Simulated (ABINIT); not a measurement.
Crystal: TaN.

```
Ta N
1.0
     0.00000    2.21132    2.21132
     2.21132    0.00000    2.21132
     2.21132    2.21132    0.00000
Ta N
1 1
Cartesian
  2.2113 2.2113 2.2113
  0.0000 0.0000 0.0000
```

The cell comes from a database or a generator and needn't be the stable form of this composition.

Program: ABINIT 10.8.3 (patched build). Alike in all runs: task band structure; potentials or basis JTH PAW PBE v2.0; cell as given; k mesh 10 × 10 × 10; cutoff (eV) 707; smearing fermi-dirac 0.05 eV.

Order these runs on this cell by their pressure, lowest first.
A. level PW91; spin off
B. level BLYP; spin SOC, no magnetisation
C. level PBEsol; spin off

C (-10.5 GPa), A (-1.5 GPa), B (10.7 GPa).

Caveats: the highest band is partly filled, so the run has too few bands; the PAW data sets were made with another functional, which shifts forces and pressure a little.

Runs at the PBE level aren't shown here.
